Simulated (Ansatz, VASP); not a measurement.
# Cross-check of SiO2 (Stishovite) between VASP and Ansatz, part 2 of 2

Aim: how closely do two programs agree when they are given the same cell, functional and k mesh? The cell is taken from a series of runs on this material, whose earlier steps may have relaxed, scaled, displaced or heated it; both programs get it as it stands.

VASP 6.6.1 and Ansatz 0.2.0.

So far: Set-up; VASP: relaxation of cell and atoms, r2SCAN.

**3. Ansatz: relaxation of cell and atoms, r2SCAN**

Level of this step: Ansatz beside VASP: Kohn-Sham DFT, plane waves, r2SCAN (Ansatz).

Ansatz runs on its PAW soft_1 files.

The same cell, functional and mesh now go to Ansatz, which takes its cutoff from its data sets.

input.yaml reads:

```yaml
crystal:
  lattice:
    - [4.1944277462, 0.0, 0.0]
    - [0.0, 4.1944277462, 0.0]
    - [0.0, 0.0, 2.6782644703]
  atoms:
    - { symbol: Si, position: [0.0, 0.0, 0.0] }
    - { symbol: Si, position: [0.5, 0.5, 0.5] }
    - { symbol: O, position: [0.3060444573, 0.3060444573, 0.0] }
    - { symbol: O, position: [0.1939555427, 0.8060444573, 0.5] }
    - { symbol: O, position: [0.6939555427, 0.6939555427, 0.0] }
    - { symbol: O, position: [0.8060444573, 0.1939555427, 0.5] }
kpoints:
  mp_grid: { grid: [6, 6, 8] }
hamiltonian:
  xc: r2scan
  pseudopotentials: { kind: paw, azcp: { folder: soft_1 } }
scf:
  occupations: { method: fixed }
output:
  forces: true
  stress: true
  eigenvalues: true
relax:
  adjacent_minimum: "off"
  f_tol: 0.001
  max_steps: 60
  cell: { stress_tol: 0.01 }
```

Command:

```
> ansatz run input.yaml --threads 4 --pin off --max-ram 8192MiB --backend cpu --events-out ev --progress --plain --runs-dir out
```

Numbers of over 12 decimals in the logs are rounded to 6 here.

Output:

```text
Engine: ansatz 0.2.0, x86_64-unknown-linux-gnu
Pseudopotentials: kind: paw
Pseudopotential: Si, paw, valence charge 4, recommended cutoff 500 eV (meta_gga), soft_1/Si.paw.azcp
Pseudopotential: O, paw, valence charge 6, recommended cutoff 500 eV (meta_gga), soft_1/O.paw.azcp
Functional definition: r2SCAN
  parameter k0 = 0.174
  parameter k1 = 0.065
  parameter a1 = 4.9479
  exchange = r2scan_x(k0 = k0, k1 = k1, a1 = a1)
  correlation = r2scan_c
Crystal: 6 atoms, lattice volume = 47.119 Å³
Basis set: ecut = 500 eV, 1177 PW (Γ), exchange–correlation on 128×128×80 points (64 copies of the dense FFT grid, shifted against one another)
Bands: 22, of which v1, the nominal top of the filled ones, is band 16 counted from 1 (15 counted from 0)
Symmetry: 16 space group operations
Space group: P42/mnm (ITA 136), of the structure as read, at distance tolerance 3.6e-5 Å
k-points: 50 of 288
Non-local potential: Si, projectors of the file, l = 0: 2, l = 1: 2, l = 2: 1
Non-local potential: O, projectors of the file, l = 0: 2, l = 1: 2, l = 2: 1
PAW form: soft (Blöchl's): semilocal exchange-correlation on the pseudo side does not see the compensation charge
PAW frozen core: Si, regenerated for the run's functional (the file was generated under x = pbe(κ = 0.804, μ = 0.219515), c = pbe(β = 0.066725))
PAW frozen core: O, regenerated for the run's functional (the file was generated under x = pbe(κ = 0.804, μ = 0.219515), c = pbe(β = 0.066725))
PAW one-centre angular grid: Si, 302 points (default); XC on 160 Gauss nodes
PAW one-centre angular grid: O, 302 points (default); XC on 160 Gauss nodes
Initial density: superposition of atomic densities (chi_scale 0.1, normalization cell, long waves kept (reshape's long-wave potential 0.00 eV rms))
Initial wavefunctions: pseudopotential atomic-orbital guess
Functional: x = r2scan, c = r2scan; τ floored in thin density (d = 2e-4 eV/Å³)
SCF iter   1: F=—  HF=-3560.426679 eV  |F-HF|=—  |Δ(HF+E_count)|=         —  Δρ=1.45e-1  dr2=8.28e0  dr2_τ=1.09e0  ethr=3.10e-3  ⟨swp⟩=4.5  Hψ=4983  notcnv=0  defer=197
preconditioner: auto → none  [insulator: Δε(μ)=7.075 eV  Ē_g=20.766 eV  n_scr=10 (ndim 8)  ℏωp=30.6 eV  f_vac=0.000  ε∞_Penn≈3.2]
SCF iter   2: F=—  HF=-3559.176520 eV  |F-HF|=—  |Δ(HF+E_count)|=    1.25e0  Δρ=5.91e-2  dr2=5.02e-1  dr2_τ=2.46e-1  ethr=3.10e-3  ⟨swp⟩=3.5  Hψ=2873  notcnv=0  defer=196
SCF iter   3: F=—  HF=-3559.289047 eV  |F-HF|=—  |Δ(HF+E_count)|=   1.13e-1  Δρ=2.47e-2  dr2=1.09e-1  dr2_τ=1.09e-2  ethr=1.57e-3  ⟨swp⟩=2.1  Hψ=1755  notcnv=0  defer=200
SCF iter   4: F=—  HF=-3559.338714 eV  |F-HF|=—  |Δ(HF+E_count)|=   4.97e-2  Δρ=4.86e-3  dr2=3.30e-3  dr2_τ=5.96e-4  ethr=3.41e-4  ⟨swp⟩=3.5  Hψ=2040  notcnv=0  defer=200
SCF iter   5: F=—  HF=-3559.340403 eV  |F-HF|=—  |Δ(HF+E_count)|=   1.69e-3  Δρ=6.27e-4  dr2=5.46e-5  dr2_τ=1.15e-5  ethr=1.03e-5  ⟨swp⟩=3.0  Hψ=1809  notcnv=0  defer=200
SCF iter   6: F=—  HF=-3559.340429 eV  |F-HF|=—  |Δ(HF+E_count)|=   2.61e-5  Δρ=6.67e-5  dr2=8.42e-7  dr2_τ=8.91e-8  ethr=1.71e-7  ⟨swp⟩=2.0  Hψ=1678  notcnv=0  defer=171
SCF iter   7: F=-3559.340430 eV  HF=-3559.340430 eV  |F-HF|=6.15e-9  |Δ(HF+E_count)|=   6.10e-7  Δρ=6.13e-6  dr2=6.81e-9  dr2_τ=5.30e-10  ethr=3.13e-10  ⟨swp⟩=12.1  Hψ=6759  notcnv=0
SCF 1 converged in 7 iterations: F = -3559.340430 eV  dr2 = 6.81e-9
  greatest PAW one-centre occupation: 0.867 electrons in one spin orbital (limit 2), on the O atom at site 5 (counted from 0), in its partial waves of l = 0
relax step   1: F+E_penalty+E_count = -3559.34042955 eV  Δ(F+E_penalty+E_count) = +0.000e0 eV  max|allowed force component| = 4.152e-2 eV/Å  Δτ_max = 0.0000 Å  P = -2.854 GPa  Ω = 47.119 Å³  (7 SCF iters, dr2 threshold 1.00e-7 eV, accepted)
[...]
relax step   6: F+E_penalty+E_count = -3559.34456882 eV  Δ(F+E_penalty+E_count) = +8.532e-7 eV  max|allowed force component| = 7.436e-5 eV/Å  Δτ_max = 0.0000 Å  P = +0.001 GPa  Ω = 46.729 Å³  energy of the carried Pulay correction = +4.316e-4 eV  (3 SCF iters, dr2 threshold 2.15e-9 eV, accepted)
[...]
relax step   7: F+E_penalty+E_count = -3559.34415434 eV  Δ(F+E_penalty+E_count) = +4.145e-4 eV  max|allowed force component| = 3.112e-6 eV/Å  Δτ_max = 0.0000 Å  P = +0.010 GPa  Ω = 46.729 Å³  stress off target by 1.38e-2 GPa  SCF on the basis re-selected at this cell (its energy is not comparable with the rows above)  (5 SCF iters)
[...]
relax step   8: F+E_penalty+E_count = -3559.34415280 eV  Δ(F+E_penalty+E_count) = +1.543e-6 eV  max|allowed force component| = 9.622e-6 eV/Å  Δτ_max = 0.0000 Å  P = -0.000 GPa  Ω = 46.730 Å³  energy of the carried Pulay correction = -1.590e-6 eV  (3 SCF iters, dr2 threshold 4.75e-10 eV, accepted)
[...]
relax step   9: F+E_penalty+E_count = -3559.34415672 eV  Δ(F+E_penalty+E_count) = -3.924e-6 eV  max|allowed force component| = 1.144e-5 eV/Å  Δτ_max = 0.0000 Å  P = -0.000 GPa  Ω = 46.730 Å³  stress off target by 1.17e-4 GPa  SCF on the basis re-selected at this cell (its energy is not comparable with the rows above)  (4 SCF iters)
basis re-selected at this cell: Δ(F+E_penalty+E_count) = -3.924e-6 eV, ΔP = -0.000 GPa vs the last step (what re-selecting the basis moved, of the pressure what is left beyond the Pulay correction that the steps carried, after the strain that the cell walked since its last selection, with what the two solves' SCF thresholds leave and, on support functions, any second-order correction that the steps lacked; it is no m [...]
SCF converged after 4 iterations
Free energy (F): -3559.344157 eV
Harris-Foulkes:  -3559.344157 eV  (|F-HF|=4.55e-13)
Internal energy: -3559.344157 eV  (E = F + TS)
E sigma→0 (E₀):  -3559.344157 eV
Fermi energy:    10.076284 eV
--- Per-component energies (eV) ---
  E_band       = 41.267902
  E_kinetic    = 793.465058
  E_local      = -1210.016017  (includes V_loc(G=0)·N_el)
  E_nonlocal   = 245.348272
  E_hartree    = 446.293561
  E_xc         = -397.040595
  E_vxc        = -522.301871  (∫ρ·V_xc dr)
  E_paw        = -1699.930076  (= ΣΔE_a)
  E_vpaw       = -188.891677  (= ΣTr[D̂ρ^β])
  E_aug_tail   = 0.001266  (compensation charges beyond the density's cutoff)
  E_vtau       = 31.075758  (kinetic-family band-sum trace: ∫τ·v_τ [+ j·A + Jᵃ·Aᵃ] dr)
  E_ewald      = -1737.184995
  E_core_change = -0.280631  (= ΣΔE_core)
  E_smearing   = -0.000000  (= −TS)
  E_closure    = -0.000000  (closes the sum)
  Σ components = -3559.344157   (vs F -3559.344157, Δ=0.00e0)
--- Forces (eV/Å), atoms counted from 1 ---
  atom   1  Si     0.00000000     0.00000000     0.00000000
  atom   2  Si     0.00000000     0.00000000    -0.00000000
  atom   3  O      0.00001144     0.00001144     0.00000000
  atom   4  O     -0.00001144     0.00001144    -0.00000000
  atom   5  O     -0.00001144    -0.00001144    -0.00000000
  atom   6  O      0.00001144    -0.00001144     0.00000000
  max |Σ_I F_I| component: 1.30e-18 eV/Å
--- Stress (GPa, compression-positive) ---
       -0.000117       0.000000       0.000000
        0.000000      -0.000117       0.000000
        0.000000       0.000000      -0.000026
  P = ⅓ Tr σ = -0.0001 GPa (-0.001 kbar)
--- Band table (eV; the first three rows and the last of 50) ---
  k-point 0: bands = [... 12 lower, 7.5728, 9.1955, 9.1955, 10.0763, 16.6043, 17.7596, 19.5817, 19.5817, ... 2 higher]
  k-point 1: bands = [... 12 lower, 6.8510, 9.0400, 9.0400, 9.8831, 17.3498, 18.8739, 20.4983, 20.4983, ... 2 higher]
  k-point 2: bands = [... 12 lower, 5.6409, 8.5537, 8.5537, 9.2742, 18.5725, 21.0222, 21.2779, 22.4543, ... 2 higher]
  k-point 49: bands = [... 12 lower, 8.2985, 8.2985, 8.4742, 8.4742, 18.2762, 18.2762, 22.0994, 22.0994, ... 2 higher]
--- Relaxed structure (7 steps of the walk, 7 accepted, 2 SCFs on fresh bases) ---
  F+E_penalty+E_count = -3559.34415672 eV   max|allowed force component| = 1.144e-5 eV/Å   (the final SCF, on the basis selected at the relaxed cell)
  cell:  # Å, volume = 46.7302 Å³
    - [4.184756, 0, 0.0]
    - [0, 4.184756, 0.0]
    - [0.0, 0.0, 2.668440]
  atoms:
    - { symbol: Si, position: [0, 0, 0.0] }
    - { symbol: Si, position: [0.5, 0.5, 0.500000] }
    - { symbol: O, position: [0.306103, 0.306103, 0.0] }
    - { symbol: O, position: [0.193897, 0.806103, 0.500000] }
    - { symbol: O, position: [0.693897, 0.693897, 0.0] }
    - { symbol: O, position: [0.806103, 0.193897, 0.500000] }
```

**4. Comparison**

Known differences besides the potentials themselves: VASP keeps PBE cores, Ansatz makes them for the functional; fixed occupations in Ansatz, narrow Gaussian smearing in VASP; the cutoff is 500 eV in Ansatz and 660 eV in VASP; Ansatz adds a Pulay correction to the stress that steers its cell, VASP none. Total energies have different zeros and are not compared.

Both answers:

```tsv
quantity	Ansatz	VASP	difference
volume (Å³)	46.73	46.70	+0.07 %
edge a after relaxation, in the typed setting (Å)	4.185	4.181	+0.10 %
edge c after relaxation, in the typed setting (Å)	2.668	2.672	-0.13 %
```

**5. What came out**

```yaml
difference_in_edge_c_after_relaxation_in_the_typed_setting_relaxation_of_cell_and_atoms_r2scan: -0.13 %
```

What this shows: The difference in edge c after relaxation, in the typed setting is -0.13 % (relaxation of cell and atoms, r2SCAN), within the 1.2 % picked in this series as the mark of a large difference, as far as the stopping tolerances let one tell. Such differences can come from data sets, numerical settings and the points named under the comparisons, not from the functional's error against experiment.

[Lines on the potential files, build, host, timing and source positions are cut from VASP's logs without a mark.]

[Logs are printed without paths, hosts, clocks, repeated set-up lines and the standing remarks that a program may print on its own settings, such as how far it seeks lower states.]

[Hosts, paths, dates, database ids (printed as entryN), source tags and the programs' standing remarks are cut or masked in the printed files.]
